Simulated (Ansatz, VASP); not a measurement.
## One calculation of MoS2, two programs

```
Mo S
1.0
     3.16900    0.00000    0.00000
    -1.58450    2.74443    0.00000
     0.00000    0.00000   12.32400
Mo S
2 4
Cartesian
  1.5845 0.9148 9.2430
  0.0000 1.8296 3.0810
  1.5845 0.9148 4.6461
  0.0000 1.8296 10.8081
  1.5845 0.9148 1.5159
  0.0000 1.8296 7.6779
```

Alike in both runs: functional LDA; k mesh 10 × 10 × 3; occupations fermi-dirac, width 0.05 eV; no spin polarisation.

|  | VASP | Ansatz |
| --- | --- | --- |
| version | VASP 6.6.1 | Ansatz 0.2.0 |
| potentials or method | VASP PAW LDA potentials, release 64 (Mo_sv, S) | Ansatz PAW |
| plane-wave cutoff (eV) | 520 | 420 |
| valence electrons in the cell | 52 | 52 |
| task | single point | band structure |

|  | VASP | Ansatz | Ansatz less VASP |
| --- | --- | --- | --- |
| gap on the k mesh at the Fermi level (eV) | 0.86 | 0.85 | -0.010 |
| least direct gap on the mesh (eV) | 1.87 | 1.86 | -0.006 |
| pressure (GPa) | -5.6 | -5.7 | -0.10 |
| largest component of the traceless stress (GPa) | 0.27 | 0.30 | +0.026 |
| rms of the force components (eV/Å) | 0.219 | 0.227 | +0.0081 |

Atom by atom the forces differ by 0.008 eV/Å (rms over components).

Caveats: an odd mesh through Γ misses points on the zone boundary, where band edges often lie (VASP); the PAW data sets come from PBE, with cores solved anew for the run's functional, which leaves a small shift of forces and pressure (Ansatz). Expect the measured gap to be larger: semilocal functionals such as LDA lack the derivative discontinuity.
